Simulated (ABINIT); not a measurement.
# TiTe2 (P-3m1) in ABINIT: settings compared

Aim: see how the results for TiTe2 move with the level of theory and the settings. Levels: PBE, LDA, HCTH407. Tasks: equation of state, band structure.

All numbers are computed with ABINIT 10.8.3 (patched build); they aren't measurements. Logs are shortened: lines on timing, memory, paths and dates and some standing lists are left out, and cuts for length are marked. The log counts tension as positive stress, the text compression.

**1. The crystal as given**

It takes space group P-3m1 (No. 164, trigonal). Conventional cell: a = 3.777 Å, b = 3.777 Å, c = 6.498 Å, α = 90.00°, β = 90.00°, γ = 120.00°. Te (site symmetry 3m) has 3 Ti at 2.77 Å as nearest neighbours. Around Ti (site symmetry -3m) lie 6 Te at 2.77 Å.

**2. Equation of state, PBE**

Contents of run.abi:

```
ndtset 7
getwfk -1
scalecart1 3*0.9795861087
scalecart2 3*0.9864848297
scalecart3 3*0.9932883884
scalecart4 3*1.0000000000
scalecart5 3*1.0066227096
scalecart6 3*1.0131594038
scalecart7 3*1.0196128224

pp_dirpath "./"
pseudos "Te.GGA_PBE-JTH.xml, Ti.GGA_PBE-JTH.xml"

acell 3.777 3.777 6.498 Angstrom
rprim
     1.0000000000     0.0000000000     0.0000000000
    -0.5000000000     0.8660254038     0.0000000000
     0.0000000000     0.0000000000     1.0000000000
ntypat 2
znucl 52 22
natom 3
typat 1 1 2
xred
     0.3333333333     0.6666666667     0.7372000000
     0.6666666667     0.3333333333     0.2628000000
     0.0000000000     0.0000000000     0.0000000000

ecut 10.0
pawecutdg 20.0

kptopt 1
ngkpt 8 8 4
nshiftk 1
shiftk 0.0 0.0 0.0

ixc 11

nband 16
occopt 3
tsmear 0.00183747

nstep 100
tolvrs 1.0e-9

iomode 3
prtwf 1
prtden 0
prteig 0
prtebands 0
enunit 1
```

Potentials or basis: JTH PAW PBE v2.0.

The run is started by

```
> abinit run.abi > log 2>&1
```

run.abo:

```text
.Version 10.8.3 of ABINIT
 DATASET    1 : space group P-3 m 1 (#164); Bravais hP (primitive hexag.)
================================================================================
 Values of the parameters that define the memory need for DATASET  1.
     intxc =       0    ionmov =       0      iscf =      17    lmnmax =      18
     lnmax =       6     mgfft =      36  mpssoang =       3    mqgrid =    3001
     natom =       3  nloc_mem =       2    nspden =       1   nspinor =       1
    nsppol =       1      nsym =      12    n1xccc =       1    ntypat =       2
    occopt =       3   xclevel =       2
       mpw =         785          nfft =       14400          nkpt =          35
 PAW method is used; the additional fine FFT grid is defined by:
   mgfftf=        50    nfftf =     45000
================================================================================
================================================================================
[... 71 lines left out ...]
 DATASET    7 : space group P-3 m 1 (#164); Bravais hP (primitive hexag.)
================================================================================
 Values of the parameters that define the memory need for DATASET  7.
     intxc =       0    ionmov =       0      iscf =      17    lmnmax =      18
     lnmax =       6     mgfft =      36  mpssoang =       3    mqgrid =    3001
     natom =       3  nloc_mem =       2    nspden =       1   nspinor =       1
    nsppol =       1      nsym =      12    n1xccc =       1    ntypat =       2
    occopt =       3   xclevel =       2
       mpw =         880          nfft =       20736          nkpt =          35
 PAW method is used; the additional fine FFT grid is defined by:
   mgfftf=        54    nfftf =     48600
================================================================================
================================================================================

--------------------------------------------------------------------------------
------------- Echo of variables that govern the present computation ------------
--------------------------------------------------------------------------------
 -outvars: echo values of preprocessed input variables --------
            acell      7.1374955776E+00  7.1374955776E+00  1.2279440366E+01 Bohr
              amu      1.27600000E+02  4.78800000E+01
             ecut      1.00000000E+01 Hartree
           enunit           1
           getwfk          -1
              ixc          11
           jdtset        1    2    3    4    5    6    7
         kptrlatt        8    0    0      0    8    0      0    0    4
          kptrlen1     4.81150768E+01
          kptrlen2     4.84539266E+01
          kptrlen3     4.87881021E+01
          kptrlen4     4.91177615E+01
          kptrlen5     4.94430541E+01
          kptrlen6     4.97641219E+01
          kptrlen7     5.00810994E+01
            natom           3
            nband          16
           ndtset           7
            ngfft1         20      20      36
            ngfft2         24      24      36
            ngfft3         24      24      36
            ngfft4         24      24      36
[... 97 lines left out ...]
 chkinp: Checking input parameters for consistency, jdtset=   2.
[... 40 lines left out ...]
 getcut: wavevector=  0.0000  0.0000  0.0000  ngfft=  30  30  50
         ecut(hartree)=     20.000   => boxcut(ratio)=   2.06476

--- Pseudopotential description ------------------------------------------------
- pspini: atom type   1  psp file is ./Te.GGA_PBE-JTH.xml
 Pseudopotential format is: paw10
 basis_size (lnmax)=  4 (lmn_size=  8), orbitals=   0   0   1   1
 Spheres core radius: rc_sph= 2.31107438
 Shapefunction is SIN type: shapef(r)=[sin(pi*r/rshp)/(pi*r/rshp)]**2
 Radius for shape functions =  2.10488624
 Compensation charge density is not taken into account in XC energy/potential

- pspini: atom type   2  psp file is ./Ti.GGA_PBE-JTH.xml
 Pseudopotential format is: paw10
 basis_size (lnmax)=  6 (lmn_size= 18), orbitals=   0   0   1   1   2   2
 Spheres core radius: rc_sph= 2.30802695
 Shapefunction is BESSEL type: shapef(r,l)=aa(1,l)*jl(q(1,l)*r)+aa(2,l)*jl(q(2,l)*r)
 Radius for shape functions =  2.01037111
 Compensation charge density is not taken into account in XC energy/potential

   5.89978734E+03                                ecore*ucvol(ha*bohr**3)
--------------------------------------------------------------------------------

[... 1285 lines left out ...]
-Cartesian components of stress tensor (GPa)         [Pressure= -3.7447E+00 GPa]
- sigma(1 1)=  3.76105685E+00  sigma(3 2)=  0.00000000E+00
- sigma(2 2)=  3.76105683E+00  sigma(3 1)=  0.00000000E+00
- sigma(3 3)=  3.71193053E+00  sigma(2 1)=  0.00000000E+00

== END DATASET(S) ==============================================================
================================================================================

 -outvars: echo values of variables after computation  --------
            acell      7.1374955776E+00  7.1374955776E+00  1.2279440366E+01 Bohr
           etotal1    -7.5362445550E+01
           etotal2    -7.5364233588E+01
           etotal3    -7.5365434427E+01
           etotal4    -7.5366110250E+01
           etotal5    -7.5366244879E+01
           etotal6    -7.5365991505E+01
           etotal7    -7.5365358945E+01
            fcart1    -3.0809216390E-28 -2.0752327605E-28 -1.1626449698E-02
                       2.3106912292E-28  1.0376163803E-28  1.1626449698E-02
                       7.7023040975E-29  1.0376163803E-28  1.1564823173E-18
            fcart2    -1.7846360161E-28 -2.5023030618E-28 -7.6498126902E-03
                       2.0395840184E-28  1.4719429775E-28  7.6498126902E-03
                      -2.5494800230E-29  1.0303600843E-28  8.6736173799E-19
            fcart3     2.5320172829E-29  2.4851634617E-28 -3.9694236243E-03
                      -1.2660086414E-28 -1.9004191178E-28  3.9694236243E-03
                       1.0128069131E-28 -5.8474434393E-29 -0.0000000000E+00
            fcart4     1.0060093465E-28  1.4520494175E-28 -5.4744268920E-04
[... 52 lines left out ...]
           xangst3    -3.2926839648E-16  2.1660162777E+00  4.7581747951E+00
                       1.8758251215E+00  1.0830081389E+00  1.6962131527E+00
                       0.0000000000E+00  0.0000000000E+00  0.0000000000E+00
           xangst4    -3.0489042870E-16  2.1806519668E+00  4.7903256000E+00
                       1.8885000000E+00  1.0903259834E+00  1.7076744000E+00
                       0.0000000000E+00  0.0000000000E+00  0.0000000000E+00
           xangst5    -4.6202120640E-16  2.1950937915E+00  4.8220505353E+00
                       1.9010069871E+00  1.0975468957E+00  1.7189838316E+00
                       0.0000000000E+00  0.0000000000E+00  0.0000000000E+00
           xangst6    -3.7628660946E-17  2.2093480465E+00  4.8533634289E+00
                       1.9133515341E+00  1.1046740233E+00  1.7301463770E+00
                       0.0000000000E+00  0.0000000000E+00  0.0000000000E+00
           xangst7    -5.4126302951E-16  2.2234207065E+00  4.8842774052E+00
                       1.9255388151E+00  1.1117103533E+00  1.7411667147E+00
                       0.0000000000E+00  0.0000000000E+00  0.0000000000E+00
             xred      3.3333333333E-01  6.6666666667E-01  7.3720000000E-01
                       6.6666666667E-01  3.3333333333E-01  2.6280000000E-01
                       0.0000000000E+00  0.0000000000E+00  0.0000000000E+00
 Calculation completed.
```

Run time: 2.9 min. Hardware: 1 thread of Arm Neoverse N1, shared host; peak memory 0.14 GiB.

Results:

```
Equilibrium volume                        : 27.23 Å³/atom
Bulk modulus at fixed shape and positions : 60 GPa
Pressure derivative of the bulk modulus   : 4.9 (rough: it moves with the points fitted)
```

Energy against volume, from the lowest point:
```csv
volume (Å³/atom),energy (meV/atom)
25.154,34.46
25.689,18.24
26.225,7.35
26.760,1.22
27.295,0.00
27.830,2.30
28.365,8.04
```

Caveat: the cutoff is too short for stress, so the log's stress isn't used; pressures at fixed basis lie under the slope of the energies; the cell was scaled at fixed shape and fractional positions, which overstates the stiffness of a crystal with free parameters, most of all of layers and chains; this functional lacks dispersion, which binds the layers, so the pressure and a relaxed spacing across them are unreliable. The run has no spin-orbit coupling, so splittings on Te are missing.

[end of part 1 of 2]
